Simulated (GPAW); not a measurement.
# How the plane-wave cutoff moves the magnetism of 1 ML V on W(001), 1 substrate layers, part 2 of 2

Two starts of 1 ML V on W(001), 1 substrate layers are run at each rung of the plane-wave cutoff. Which rung is enough?

GPAW 26.7.0; PBE; plane waves with GPAW's PAW setups, scalar-relativistic.

So far, largest spin moment in the augmentation sphere (μB): step 2 (rung 1 (250 eV), start ferro ++) 1.45; step 3 (rung 1 (250 eV), start antiferro q=(1/2,1/2,0) +-+-) 1.01; step 4 (rung 2 (325 eV), start ferro ++) 1.48; step 5 (rung 2 (325 eV), start antiferro q=(1/2,1/2,0) +-+-) 1.05; step 6 (rung 3 (400 eV), start ferro ++) 1.50.

## (7) Rung 3 (400 eV), start antiferro q=(1/2,1/2,0) +-+-

order2.py reads:

```python
import json
import numpy as np
from ase import Atoms
from ase.parallel import paropen, parprint
from gpaw import GPAW

atoms = Atoms(['W', 'W', 'V', 'V'],
    cell=[[6.32938, 0.0, 0.0],
         [3.16469, 3.16469, 0.0],
         [0.0, 0.0, 15.529173]],
    scaled_positions=[[0.0, 0.0, 0.450764],
         [0.5, 0.0, 0.450764],
         [0.0, 0.5, 0.549236],
         [0.5, 0.5, 0.549236]],
    pbc=True,
    magmoms=[1.0, -1.0, 1.5, -1.5])
atoms.calc = GPAW(mode={'name': 'pw', 'ecut': 400},
    xc='PBE',
    kpts={'size': (4, 8, 1), 'gamma': True},
    occupations={'name': 'fermi-dirac', 'width': 0.1},
    convergence={'density': 1e-05, 'energy': 1e-05},
    maxiter=200,
    symmetry={'tolerance': 1e-4},
    txt='order2.txt')
e = atoms.get_potential_energy(force_consistent=True)
res = {'free_energy': e, 'energy_sigma0': atoms.get_potential_energy(), 'fermi_energy': atoms.calc.get_fermi_level()}
res['moments'] = atoms.get_magnetic_moments().tolist()
res['total'] = atoms.get_magnetic_moment()
parprint('site moments (muB):', np.round(res['moments'], 3))
parprint(f"total moment: {res['total']:.3f} muB")
parprint(f'free energy: {e:.6f} eV')
atoms.calc.write('order2.gpw')
with paropen('results.json', 'w') as f:
    json.dump(res, f)
```

On the command line:

```
$ OMP_NUM_THREADS=1 mpirun -n 2 gpaw python order2.py > order2.log
```

Output:

```text
site moments (muB): [-0.     0.     1.062 -1.062]
total moment: 0.000 muB
free energy: -31.519306 eV

--- order2.txt ---
Input parameters:
  mode=PW(ecut=400),
  convergence={'density': 1e-05, 'energy': 1e-05},
  kpts=MonkhorstPack(size=(4, 8, 1), gamma=True),
  maxiter=200,
  occupations=Occupations(name='fermi-dirac', width=0.1),
  symmetry=Symmetry(tolerance=0.0001),
  xc=XC(name='PBE')

[...]
|         21 |        -2.489 |     1.000 |        -2.489 |     1.000 |
[...]
|         31 |         0.755 |     0.000 |         0.755 |     0.000 |
|         32 |         1.229 |     0.000 |         1.229 |     0.000 |
|         33 |         1.262 |     0.000 |         1.262 |     0.000 |
|        ... |               |           |               |           |
|         36 |         2.353 |     0.000 |         2.353 |     0.000 |

No gap
No difference between direct/indirect transitions

[key lines of the parts left out:]
Free energy:     -31.519306
Converged in 24 steps
dipole moment: (-62.365044, -23.582561, 0.138389)  # |e|*Ang
Fermi level: -0.725
```

Run time: 3.4 min. Hardware: 2 MPI ranks of Intel Xeon Platinum 8259CL at 2.50GHz (Skylake/Cascade Lake), shared host; peak memory 0.71 GiB; 6.8 min of CPU time.

This step gave:

- magnetization: 0 μB
- final state: antiferromagnetic
- largest moment: 1.062 μB

The moments seeded on 2 W atoms fell under 0.15 μB.

This start lies +36.3 meV a seeded atom from the first, a change of +0.6 meV since rung 2; its largest moment is 1.06 μB.

## (8) Rung 4 (500 eV), start ferro ++

order1.py reads:

```python
import json
import numpy as np
from ase import Atoms
from ase.parallel import paropen, parprint
from gpaw import GPAW

atoms = Atoms(['W', 'V'],
    cell=[[3.16469, 0.0, 0.0],
         [0.0, 3.16469, 0.0],
         [0.0, 0.0, 15.529173]],
    scaled_positions=[[0.0, 0.0, 0.450764],
         [0.5, 0.5, 0.549236]],
    pbc=True,
    magmoms=[1.0, 1.5])
atoms.calc = GPAW(mode={'name': 'pw', 'ecut': 500},
    xc='PBE',
    kpts={'size': (8, 8, 1), 'gamma': True},
    occupations={'name': 'fermi-dirac', 'width': 0.1},
    convergence={'density': 1e-05, 'energy': 1e-05},
    maxiter=200,
    symmetry={'tolerance': 1e-4},
    txt='order1.txt')
e = atoms.get_potential_energy(force_consistent=True)
res = {'free_energy': e, 'energy_sigma0': atoms.get_potential_energy(), 'fermi_energy': atoms.calc.get_fermi_level()}
res['moments'] = atoms.get_magnetic_moments().tolist()
res['total'] = atoms.get_magnetic_moment()
parprint('site moments (muB):', np.round(res['moments'], 3))
parprint(f"total moment: {res['total']:.3f} muB")
parprint(f'free energy: {e:.6f} eV')
atoms.calc.write('order1.gpw')
with paropen('results.json', 'w') as f:
    json.dump(res, f)
```

On the command line:

```
$ OMP_NUM_THREADS=1 mpirun -n 2 gpaw python order1.py > order1.log
```

Output:

```text
site moments (muB): [-0.721  1.499]
total moment: 0.807 muB
free energy: -15.858756 eV

--- order1.txt ---
Input parameters:
  mode=PW(ecut=500),
  convergence={'density': 1e-05, 'energy': 1e-05},
  kpts=MonkhorstPack(size=(8, 8, 1), gamma=True),
  maxiter=200,
  occupations=Occupations(name='fermi-dirac', width=0.1),
  symmetry=Symmetry(tolerance=0.0001),
  xc=XC(name='PBE')

Diagonalizing LCAO Hamiltonian
[...]
|          7 |       -38.398 |     1.000 |       -37.678 |     1.000 |
|          8 |        -6.367 |     1.000 |        -6.449 |     1.000 |
[...]
|         18 |         1.406 |     0.000 |         1.777 |     0.000 |
|         19 |         2.288 |     0.000 |         2.625 |     0.000 |
|         20 |         2.499 |     0.000 |         2.649 |     0.000 |
|         21 |         3.445 |     0.000 |         3.473 |     0.000 |

No gap
No difference between direct/indirect transitions

[key lines of the parts left out:]
Free energy:     -15.858756
Converged in 22 steps
dipole moment: (-11.787788, -11.787788, 0.070990)  # |e|*Ang
Fermi level: -0.627
```

Run time: 62 s. Hardware: 2 MPI ranks; peak memory 0.51 GiB.

Read from the output:

| Property | Result |
| --- | --- |
| magnetization | 0.8068 μB |
| final state | ferrimagnetic |
| largest moment | 1.499 μB |

On 1 W atom the moment turned against its typed sign.

The largest moment is that of rung 3, at 1.7 times its CPU time.

## (9) Rung 4 (500 eV), start antiferro q=(1/2,1/2,0) +-+-

order2.py is the script of step 7 with these lines changed:

```diff
@@ -16,3 +16,3 @@
     magmoms=[1.0, -1.0, 1.5, -1.5])
-atoms.calc = GPAW(mode={'name': 'pw', 'ecut': 400},
+atoms.calc = GPAW(mode={'name': 'pw', 'ecut': 500},
     xc='PBE',
```

On the command line:

```
$ OMP_NUM_THREADS=1 mpirun -n 2 gpaw python order2.py > order2.log
```

Output:

```text
site moments (muB): [-1.000e-03 -1.000e-03  1.067e+00 -1.066e+00]
total moment: -0.000 muB
free energy: -31.571604 eV

--- order2.txt ---
Input parameters:
  mode=PW(ecut=500),
  convergence={'density': 1e-05, 'energy': 1e-05},
  kpts=MonkhorstPack(size=(4, 8, 1), gamma=True),
  maxiter=200,
  occupations=Occupations(name='fermi-dirac', width=0.1),
  symmetry=Symmetry(tolerance=0.0001),
  xc=XC(name='PBE')

[...]
|         21 |        -2.489 |     1.000 |        -2.489 |     1.000 |
[...]
|         31 |         0.755 |     0.000 |         0.756 |     0.000 |
|         32 |         1.229 |     0.000 |         1.230 |     0.000 |
|         33 |         1.262 |     0.000 |         1.261 |     0.000 |
|        ... |               |           |               |           |
|         36 |         2.351 |     0.000 |         2.351 |     0.000 |

No gap
No difference between direct/indirect transitions

[key lines of the parts left out:]
Free energy:     -31.571604
Converged in 27 steps
dipole moment: (-62.365599, -23.583072, 0.138675)  # |e|*Ang
Fermi level: -0.725
```

Elapsed: 5.5 min, on 2 MPI ranks; peak memory 0.88 GiB.

Read from the output:

```yaml
magnetization: 0 μB
final_state: antiferromagnetic
largest_moment: 1.067 μB
```

The moments seeded on 2 W atoms fell under 0.15 μB.

This start lies +36.5 meV a seeded atom from the first, a change of +0.2 meV since rung 3; its largest moment is 1.07 μB.

## (10) Rung 5 (650 eV), start ferro ++

order1.py is the script of step 8 with these lines changed:

```diff
@@ -14,3 +14,3 @@
     magmoms=[1.0, 1.5])
-atoms.calc = GPAW(mode={'name': 'pw', 'ecut': 500},
+atoms.calc = GPAW(mode={'name': 'pw', 'ecut': 650},
     xc='PBE',
```

On the command line:

```
$ OMP_NUM_THREADS=1 mpirun -n 2 gpaw python order1.py > order1.log
```

Output:

```text
site moments (muB): [-0.721  1.499]
total moment: 0.807 muB
free energy: -15.862176 eV

--- order1.txt ---
Input parameters:
  mode=PW(ecut=650),
  convergence={'density': 1e-05, 'energy': 1e-05},
  kpts=MonkhorstPack(size=(8, 8, 1), gamma=True),
  maxiter=200,
  occupations=Occupations(name='fermi-dirac', width=0.1),
  symmetry=Symmetry(tolerance=0.0001),
  xc=XC(name='PBE')

Diagonalizing LCAO Hamiltonian
[...]
|          7 |       -38.398 |     1.000 |       -37.678 |     1.000 |
|          8 |        -6.367 |     1.000 |        -6.449 |     1.000 |
[...]
|         18 |         1.406 |     0.000 |         1.777 |     0.000 |
|         19 |         2.287 |     0.000 |         2.624 |     0.000 |
|         20 |         2.499 |     0.000 |         2.649 |     0.000 |
|         21 |         3.442 |     0.000 |         3.471 |     0.000 |

No gap
No difference between direct/indirect transitions

[key lines of the parts left out:]
Free energy:     -15.862176
Converged in 22 steps
dipole moment: (-11.787838, -11.787838, 0.070998)  # |e|*Ang
Fermi level: -0.627
```

Run time: 69 s. Hardware: 2 MPI ranks; peak memory 0.6 GiB; 2.3 min of CPU time.

Read from the output:

| Quantity | Value |
| --- | --- |
| magnetization | 0.8069 μB |
| final state | ferrimagnetic |
| largest moment | 1.499 μB |

On 1 W atom the moment turned against its typed sign.

The largest moment is that of rung 4, at 1.1 times its CPU time.

## (11) Rung 5 (650 eV), start antiferro q=(1/2,1/2,0) +-+-

order2.py is the script of step 9 with these lines changed:

```diff
@@ -16,3 +16,3 @@
     magmoms=[1.0, -1.0, 1.5, -1.5])
-atoms.calc = GPAW(mode={'name': 'pw', 'ecut': 500},
+atoms.calc = GPAW(mode={'name': 'pw', 'ecut': 650},
     xc='PBE',
```

On the command line:

```
$ OMP_NUM_THREADS=1 mpirun -n 2 gpaw python order2.py > order2.log
```

Output:

```text
site moments (muB): [-0.    -0.     1.066 -1.066]
total moment: -0.000 muB
free energy: -31.578409 eV

--- order2.txt ---
Input parameters:
  mode=PW(ecut=650),
  convergence={'density': 1e-05, 'energy': 1e-05},
  kpts=MonkhorstPack(size=(4, 8, 1), gamma=True),
  maxiter=200,
  occupations=Occupations(name='fermi-dirac', width=0.1),
  symmetry=Symmetry(tolerance=0.0001),
  xc=XC(name='PBE')

[...]
|         21 |        -2.489 |     1.000 |        -2.489 |     1.000 |
[...]
|         31 |         0.755 |     0.000 |         0.756 |     0.000 |
|         32 |         1.230 |     0.000 |         1.230 |     0.000 |
|         33 |         1.261 |     0.000 |         1.261 |     0.000 |
|        ... |               |           |               |           |
|         36 |         2.351 |     0.000 |         2.351 |     0.000 |

No gap
No difference between direct/indirect transitions

[key lines of the parts left out:]
Free energy:     -31.578409
Converged in 25 steps
dipole moment: (-62.365763, -23.583173, 0.138729)  # |e|*Ang
Fermi level: -0.725
```

Run time: 7.8 min. Hardware: 2 MPI ranks; peak memory 1.2 GiB.

Numbers from this step:

```yaml
magnetization: 0 μB
final_state: antiferromagnetic
largest_moment: 1.066 μB
```

The moments seeded on 2 W atoms fell under 0.15 μB.

This start lies +36.5 meV a seeded atom from the first, a change of +0.0 meV since rung 4; its largest moment is 1.07 μB.

## (12) Rung 6 (800 eV), start ferro ++

order1.py is the script of step 10 with these lines changed:

```diff
@@ -14,3 +14,3 @@
     magmoms=[1.0, 1.5])
-atoms.calc = GPAW(mode={'name': 'pw', 'ecut': 650},
+atoms.calc = GPAW(mode={'name': 'pw', 'ecut': 800},
     xc='PBE',
```

On the command line:

```
$ OMP_NUM_THREADS=1 mpirun -n 2 gpaw python order1.py > order1.log
```

Output:

```text
site moments (muB): [-0.721  1.499]
total moment: 0.807 muB
free energy: -15.862420 eV

--- order1.txt ---
Input parameters:
  mode=PW(ecut=800),
  convergence={'density': 1e-05, 'energy': 1e-05},
  kpts=MonkhorstPack(size=(8, 8, 1), gamma=True),
  maxiter=200,
  occupations=Occupations(name='fermi-dirac', width=0.1),
  symmetry=Symmetry(tolerance=0.0001),
  xc=XC(name='PBE')

Diagonalizing LCAO Hamiltonian
[...]
|          7 |       -38.398 |     1.000 |       -37.678 |     1.000 |
|          8 |        -6.368 |     1.000 |        -6.449 |     1.000 |
[...]
|         18 |         1.406 |     0.000 |         1.777 |     0.000 |
|         19 |         2.286 |     0.000 |         2.624 |     0.000 |
|         20 |         2.499 |     0.000 |         2.649 |     0.000 |
|         21 |         3.439 |     0.000 |         3.471 |     0.000 |

No gap
No difference between direct/indirect transitions

[key lines of the parts left out:]
Free energy:     -15.862420
Converged in 22 steps
dipole moment: (-11.787835, -11.787835, 0.071000)  # |e|*Ang
Fermi level: -0.627
```

Run time: 1.8 min. Hardware: 2 MPI ranks; peak memory 0.62 GiB; 3.6 min of CPU time.

Numbers from this step:

```
magnetization  : 0.8070 μB
final state    : ferrimagnetic
largest moment : 1.499 μB
```

On 1 W atom the moment turned against its typed sign.

The largest moment is that of rung 5, at 1.6 times its CPU time.

## (13) Rung 6 (800 eV), start antiferro q=(1/2,1/2,0) +-+-

order2.py is the script of step 11 with these lines changed:

```diff
@@ -16,3 +16,3 @@
     magmoms=[1.0, -1.0, 1.5, -1.5])
-atoms.calc = GPAW(mode={'name': 'pw', 'ecut': 650},
+atoms.calc = GPAW(mode={'name': 'pw', 'ecut': 800},
     xc='PBE',
```

On the command line:

```
$ OMP_NUM_THREADS=1 mpirun -n 2 gpaw python order2.py > order2.log
```

Output:

```text
site moments (muB): [-0.     0.     1.066 -1.066]
total moment: 0.000 muB
free energy: -31.578892 eV

--- order2.txt ---
Input parameters:
  mode=PW(ecut=800),
  convergence={'density': 1e-05, 'energy': 1e-05},
  kpts=MonkhorstPack(size=(4, 8, 1), gamma=True),
  maxiter=200,
  occupations=Occupations(name='fermi-dirac', width=0.1),
  symmetry=Symmetry(tolerance=0.0001),
  xc=XC(name='PBE')

[...]
|         21 |        -2.489 |     1.000 |        -2.489 |     1.000 |
[...]
|         31 |         0.755 |     0.000 |         0.756 |     0.000 |
|         32 |         1.230 |     0.000 |         1.230 |     0.000 |
|         33 |         1.261 |     0.000 |         1.261 |     0.000 |
|        ... |               |           |               |           |
|         36 |         2.351 |     0.000 |         2.351 |     0.000 |

No gap
No difference between direct/indirect transitions

[key lines of the parts left out:]
Free energy:     -31.578892
Converged in 26 steps
dipole moment: (-62.365743, -23.583164, 0.138727)  # |e|*Ang
Fermi level: -0.725
```

The job ended after 11 min (2 MPI ranks; peak memory 1.5 GiB; 21 min of CPU time).

Numbers from this step:

- magnetization: 0 μB
- final state: antiferromagnetic
- largest moment: 1.066 μB

The moments seeded on 2 W atoms fell under 0.15 μB.

This start lies +36.5 meV a seeded atom from the first, a change of +0.0 meV since rung 5; its largest moment is 1.07 μB.

## (14) Side by side

Ladder, by row:

```
rung  cutoff (eV)  state from the first start  state from the second start  second less first (meV a seeded atom)  moment, first (μB)  moment, second (μB)  CPU time (s)
   1          250               ferrimagnetic            antiferromagnetic                                  33.71               1.452                1.011         262.4
   2          325               ferrimagnetic            antiferromagnetic                                  35.69               1.484                1.049         378.1
   3          400               ferrimagnetic            antiferromagnetic                                  36.29               1.496                1.062         483.4
   4          500               ferrimagnetic            antiferromagnetic                                  36.48               1.499                1.067         778.6
   5          650               ferrimagnetic            antiferromagnetic                                  36.49               1.499                1.066          1079
   6          800               ferrimagnetic            antiferromagnetic                                  36.49               1.499                1.066          1501
```

## (15) Outcome

- range of the moment in the table, first start: 1.45 to 1.50 μB
- range of CPU time: 4.4 min to 25 min
- range of the energy difference: 33.7 to 36.5 meV a seeded atom
- first rung from which all stay within 2 meV of the last: 2

What this shows: From rung 2 on the result stays within 0.80 meV of the last rung, inside the margin of 2 meV set for it, at 25 % of the last rung's cost. The first start ends lower on every rung of the table; whether functional and cell give the true order is another question.

[Logs and program files are shortened in this print: banners, set-up blocks, solver, clock and traceback lines can be left out without a mark of their own.]

[Logs are printed without paths, hosts, clocks, repeated set-up lines and the standing remarks that a program may print on its own settings, such as how far it seeks lower states.]

[Hosts, paths, dates, database ids (printed as entryN), source tags and the programs' standing remarks are cut or masked in the printed files.]

[Where a cell is said to come from a database of computed structures, the database is the Materials Project.]
